The bulk modulus tells how much pressure it takes to squeeze a solid by a given fraction of its volume. Diamond looks like an easy case, with one kind of atom and strong covalent bonds. Yet the choice of density functional, the approximate rule for exchange and correlation among the electrons, moves the computed value by 65 GPa. Here are six rows without their names. They were made with AM05, LDA, PBE, PBEsol with the D4 dispersion correction (PBEsol+D4), revPBE and vdW-DF2: which functional made which?

Bulk modulus of diamond (C, Fd-3m, two-atom cell) from Kohn-Sham DFT without spin polarisation, fitted to energies at five (FLEUR) or seven volumes from 5.33 to 6.01 Å³/atom, with Fermi-Dirac smearing of 0.05 eV. The measured value for comparison is 442 GPa, from ultrasound on a bulk crystal (arXiv:cond-mat/0702656; values found: 441.8 to 444.8 GPa). Candidates: GPAW 26.7.0 (2), ABINIT 10.8.3 (5), FLEUR MaX-R8.1 (later development tree) (2), ABINIT 10.8.3 (2), GPAW 26.7.0 (3), GPAW 26.7.0 (1).

| row | computed bulk modulus (GPa) | computed over measured, less one (%) |
| --- | --- | --- |
| A | 427.1 | -3.4 |
| B | 432.4 | -2.2 |
| C | 468.2 | 5.9 |
| D | 456.6 | 3.3 |
| E | 452.2 | 2.3 |
| F | 403.1 | -8.8 |

**Reading the clues**

A second number helps, the rest volume, at which the computed energy is lowest. Each modulus is taken at its own rest volume, and through the six rows the modulus rises each time the rest volume falls. So the question becomes which functional pulls the atoms closest together.

Theory gives the order in outline. LDA sees only the local density and binds solids too tightly. Gradient corrections lower the energy where the density varies strongly, which favours atoms that stand further apart. The stronger the correction, the larger the crystal: modest in AM05 and PBEsol, stronger in PBE, stronger still in revPBE.

The two ends are therefore sure. Row C, with 5.51 Å³ per atom, is the tightest and stiffest and must be LDA. Row F, with 5.86 Å³, is vdW-DF2. This functional adds a long-range attraction, but its exchange part favours larger distances more strongly than that of PBE or revPBE, and in a covalent crystal this effect wins.

Rows A and B are the middle pair, at 5.72 and 5.70 Å³. The stronger gradient correction points to revPBE for the larger and softer A, which leaves PBE for B. This is likely rather than certain, because the moduli differ by only 5 GPa.

Rows E and D, at 5.60 and 5.58 Å³, are ambiguous. AM05 and PBEsol treat solids so similarly that their names don't settle the order. The D4 correction adds an attraction between atoms, which should shrink the crystal, so the better guess is PBEsol+D4 for D and AM05 for E.

The rows with their labels:

| program | functional | how the value is got | potentials or basis | wave cutoff (eV) | k-mesh | computed bulk modulus (GPa) | computed over measured, less one (%) |
| --- | --- | --- | --- | --- | --- | --- | --- |
| GPAW 26.7.0 (1) | vdW-DF2 | fit, rest volume 5.86 Å³/atom | GPAW PAW data sets (gpaw data 1.2.1) | 800 | 10x10x10 | 403.1 | -8.8 |
| ABINIT 10.8.3 (1) | rPW86PBE | fit, rest volume 5.86 Å³/atom | PseudoDojo NC SR PBE v0.4.1 standard | 1116 | 13x13x13 | 403.3 | -8.8 |
| ABINIT 10.8.3 (2) | revPBE | fit, rest volume 5.72 Å³/atom | PseudoDojo NC SR PBE v0.4.1 standard | 1116 | 13x13x13 | 427.1 | -3.4 |
| ABINIT 10.8.3 (3) | BP86 | fit, rest volume 5.73 Å³/atom | JTH PAW PBE v2.0 | 544 | 13x13x13 | 427.9 | -3.2 |
| ABINIT 10.8.3 (4) | revPBE+D3 | fit, rest volume 5.70 Å³/atom | JTH PAW PBE v2.0 | 544 | 13x13x13 | 427.9 | -3.2 |
| ABINIT 10.8.3 (5) | PBE | fit, rest volume 5.70 Å³/atom | PseudoDojo NC SR PBE v0.4.1 standard | 1116 | 13x13x13 | 432.4 | -2.2 |
| FLEUR MaX-R8.1 (later development tree) (1) | r2SCAN | fit, rest volume 5.64 Å³/atom | all electron | n/a | 13x13x13 | 451.3 | 2.1 |
| GPAW 26.7.0 (2) | AM05 | fit, rest volume 5.60 Å³/atom | PAW data sets made by gpaw setup for the functional | 800 | 10x10x10 | 452.2 | 2.3 |
| GPAW 26.7.0 (3) | PBEsol+D4 | fit, rest volume 5.58 Å³/atom | PAW data sets made by gpaw setup for the functional | 800 | 10x10x10 | 456.6 | 3.3 |
| FLEUR MaX-R8.1 (later development tree) (2) | LDA | fit, rest volume 5.51 Å³/atom | all electron | n/a | 13x13x13 | 468.2 | 5.9 |

The labels confirm the assignments, including the guess. A and B share program, mesh and potentials, the latter made for PBE. D and E share program and mesh, and their potentials were made in the same way, each for its own functional. Within each pair the difference therefore comes from the functional, with its D4 correction in the case of D. Across programs no functional is repeated, and there the effect of the program can't be separated from that of the functional.

**Why a smaller crystal is a stiffer one**

When diamond is compressed, its electron clouds are forced into each other and the resistance to further squeezing grows. A conical coil spring under a weight behaves in the same way. Its widest coils close first, so a heavier weight leaves it shorter and also stiffer against a small extra push. In this picture the functionals are different weights on one spring.

The picture can be turned into a formula. Let B be the bulk modulus, V the volume, and B′ the rate at which B grows with pressure. A small compression raises the pressure by B times the relative loss of volume, and B then grows by B′ times that pressure. With B′ constant, this adds up to

B = B(PBE) × [V(PBE) / V]^B′

if every functional follows the curve of PBE and merely stops at another point of it. The PBE run gives B′ = 3.70, so a crystal smaller by 1% should be stiffer by about 3.7%.

Take LDA, whose own modulus doesn't enter the estimate. The ratio of rest volumes is 5.700/5.506 = 1.035, and raised to the power 3.70 it gives about 1.136. Multiplied by 432.4 GPa, this predicts about 491 GPa. The computed value is 468.2 GPa, so the picture has the right direction but overshoots by 5%.

**Why the simple picture overshoots**

The weight on a spring stays the same while the spring is pushed. The extra attraction of LDA over PBE does not. The slopes of their two energy curves differ by about 14 GPa at the largest volumes computed and by about 16 GPa at the smallest, so this attraction grows as the atoms come closer. These two rows come from different programs, but PBE and rPW86PBE, run with the same program and potentials, show the same growth: their slopes differ by about 11 GPa at the largest volumes and by about 13 GPa at the smallest. During a squeeze the growing attraction therefore helps the squeezing, and the crystal resists less than it would under a constant load. This is where the spring analogy ends.

The D4 correction shows both effects in one row, because its energy was recorded at each volume. An estimate from these energies gives an inward pull equal to a pressure of about 3 GPa. At fixed volume D4 softens the crystal by about 5 GPa, but the contraction it causes stiffens it by about 12 GPa. The contraction wins, and an attraction that softens the crystal at fixed volume ends up making it stiffer.

The order of D and E hangs on this correction. With D4 removed, PBEsol would come out at roughly 450 GPa, slightly softer than AM05, and the order of the two rows would be reversed. The estimate takes the recorded D4 energy as that of the two-atom cell, which its unit suggests but doesn't prove. If it were the energy per atom, both effects would double and PBEsol alone would lie near 444 GPa, with the same conclusion.

The same competition can be seen across the whole table when each row is moved along its own curve to one common volume, 5.672 Å³ per atom. The spread of the moduli falls from 65 to 34 GPa, and the order largely turns round. LDA, the stiffest at its own rest volume, becomes the softest. Its high modulus thus comes from the small crystal it predicts, not from greater stiffness at a given volume.

**A working rule and its misses**

A power law fitted to all ten rows, LDA included, sums up the net effect: a rest volume smaller by 1% goes with a modulus higher by about 2.5%. This lets one place another functional for diamond once its rest volume is known. The typical miss is below 1%. The largest is r2SCAN, which is nearly 2% stiffer than the rule says, and the data don't show why. The printed output below compares the rows one by one with the PBE curve, not with this rule.

Differences of a few GPa deserve caution. PBE and revPBE+D3 have the same rest volume to within 0.01 Å³, yet their moduli differ by 4.5 GPa. They use different potentials, and the revPBE+D3 run has the least smooth energy curve of the table and a warning about overlapping atomic spheres, which the BP86 run shares. The gap can't be credited to the functional alone.

**What to do about it**

Look at the rest volume before judging a computed modulus. If it is off, much of the error in the modulus may simply follow from it. To learn whether two functionals differ in stiffness itself, compare them at the same volume. To predict the modulus of the free crystal, use the rest volume, and remember that its error is then part of the answer.

For a rough figure, most of these functionals will do: seven of the ten rows lie within 3.5% of the measured modulus. The exceptions are LDA, which is 5.9% too high, and the two rows with rPW86 exchange, vdW-DF2 and rPW86PBE, which are 8.8% too low.

For a finer ranking, the measured value needs a correction first. Real atoms vibrate even at the lowest temperature, and this is expected to soften diamond by 2 to 3%, a size that these calculations don't supply. Against a measured value raised by 2%, the error of AM05 shrinks from +2.3% to about +0.3%, while that of PBE grows from −2.2% to about −4%. A small positive error in the table is therefore no proof that a functional makes diamond too stiff.

Printed output of the fit:

```
Bulk moduli in GPa and rest volumes in A^3/atom:
                                          row  rest volume  B at own rest volume  B at 5.672 A^3/atom  B from the PBE curve  PBE curve less computed
                              GPAW 26.7.0 (1)        5.861                 403.1                453.1                 390.1                   -12.97
                            ABINIT 10.8.3 (1)         5.86                 403.3                454.9                 390.4                   -12.94
                            ABINIT 10.8.3 (2)        5.719                 427.1                440.5                   427                  -0.1051
                            ABINIT 10.8.3 (3)        5.727                 427.9                445.2                 424.9                   -2.961
                            ABINIT 10.8.3 (4)        5.697                 427.9                435.4                 433.3                    5.416
                            ABINIT 10.8.3 (5)          5.7                 432.4                440.3                 432.4                        0
  FLEUR MaX-R8.1 (later development tree) (1)         5.64                 451.3                441.8                 449.7                   -1.648
                              GPAW 26.7.0 (2)        5.598                 452.2                430.7                 462.2                    9.952
                              GPAW 26.7.0 (3)        5.578                 456.6                429.1                 468.3                    11.68
  FLEUR MaX-R8.1 (later development tree) (2)        5.506                 468.2                420.7                 491.4                     23.2
fit of lb on 10 rows: constant 10.41 +/- 0.22, coefficient of lv -2.495 +/- 0.13; rms 0.00686, worst FLEUR MaX-R8.1 (later development tree) (1) -0.0169, leave-one-out rms 0.00809
Spread of B at own rest volumes (GPa): 65.1
Spread of B at the common volume (GPa): 34.16
Mean pressure derivative of B (no unit): 3.76
B of PBE less B of revPBE (GPa): 5.3
Rest volume of revPBE less that of PBE (A^3/atom): 0.01943
B of PBEsol+D4 less B of AM05 (GPa): 4.4
Rest volume of AM05 less that of PBEsol+D4 (A^3/atom): 0.01992
B of revPBE less B of vdW-DF2 (GPa): 24
B of LDA less B of PBEsol+D4 (GPa): 11.6
Inward pull of D4 (GPa): 3.137
Change of B by D4 at fixed volume (GPa): -5.45
Change of B by the contraction that D4 causes (GPa): 11.7
Estimated B of PBEsol without D4 (GPa): 450.3
Estimated rest volume of PBEsol without D4 (A^3/atom): 5.617
Estimated B without D4 if the D4 energy were per atom (GPa): 444.1
PBE error against a measured value raised by 2 percent (%): -4.118
AM05 error against a measured value raised by 2 percent (%): 0.2941
```
